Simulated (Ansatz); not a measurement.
## Mg2I: competing structures

Computed with DFT PBE, scalar-relativistic, plane waves, PAW (Ansatz). All cells share a 420 eV cutoff and Γ-centred k meshes spaced at most about 0.3 Å⁻¹ (about 0.25 or finer for metals, 2π included). No spin polarisation.

Formation energies are uncorrected and refer to the elements' standard structures at the same level.

All energies are static (0 K, no zero-point motion). Larger cells and other orderings weren't all tried, so the list isn't exhaustive. Weakly bound directions are ill-defined at this level, which has no dispersion term (P4/mmm), and this can change margins and order among such cells. Spin–orbit coupling, which can matter for I, is left out. In R-3m, Fm-3m, P4/mmm an odd number of electrons in the primitive cell allows no gap without spin; a larger cell or a magnetic state could open one. The reference form of I is held partly by dispersion forces, which this level lacks.

Invented guesses were relaxed alike, and ends that match in structure were merged. ΔE counts from the first row. Coordination counts I atoms around Mg (those within 1.25 times the shortest such distance or 1.15 times the sum of covalent radii; the shortest distance is added where it is long for a bond). The ends were matched against large subsets of the Crystallography Open Database and the Materials Project, so a missing match doesn't prove that a structure is unreported.

```
#                       reached from                   type and space group  atoms  Å³/atom     coordination  ΔE (meV/atom)  gap on mesh (eV)  in databases
1  anti-cadmium chloride type (R-3m)  anti-cadmium chloride, R-3m (No. 166)      3     29.6             Mg 3              0              0.00      no match
2             anti-CaCl2 type (Pnnm)                          Pnnm (No. 58)      6     34.5             Mg 3            257              0.00      no match
3         anti-fluorite type (Fm-3m)         anti-fluorite, Fm-3m (No. 225)      3     37.1  Mg 4 from 3.3 Å            504              0.00      no match
4                        random cell                       P4/mmm (No. 123)      3     46.4             Mg 2            549              0.00      no match
```

The lowest: Space group R-3m (No. 166), trigonal, a = 3.964 Å, c = 19.583 Å. Mg has 3 Mg at 3.07 Å and 3 I at 3.20 Å; I has 6 Mg at 3.20 Å. Its energy over the elements is −0.21 eV/atom. A negative formation energy is needed for stability but isn't enough: competing phases decide. An observed structure of this formula, if there is one, may be missing.

```
CELL_PARAMETERS angstrom
1.98192 1.14426 6.52769
-1.98192 1.14426 6.52769
0.00000 -2.28852 6.52769
ATOMIC_POSITIONS crystal
Mg 0.78101 0.78101 0.78101
Mg 0.21899 0.21899 0.21899
I 0.00000 0.00000 0.00000
```

The second: Space group Pnnm (No. 58), orthorhombic, a = 6.472 Å, b = 8.399 Å, c = 3.809 Å. Mg is surrounded by 1 Mg at 2.91 Å and 3 I at 3.17–3.24 Å; around I lie 6 Mg at 3.17–3.24 Å and 2 I at 3.81 Å. Counting I atoms around Mg, the first and the second both have Mg 3. Cells relaxed within their symmetry can be saddle points.

```xyz
6
Lattice="6.4717 0.0000 0.0000 0.0000 8.3992 0.0000 0.0000 0.0000 3.8088" Properties=species:S:1:pos:R:3 pbc="T T T"
Mg    2.3541    7.2398    1.9044
Mg    5.5899    5.3591    0.0000
Mg    4.1175    1.1594    1.9044
Mg    0.8817    3.0402    0.0000
I     3.2358    4.1996    1.9044
I     0.0000    0.0000    0.0000
```

Some types were kept out of the candidates beforehand, so the set may lack a known form.
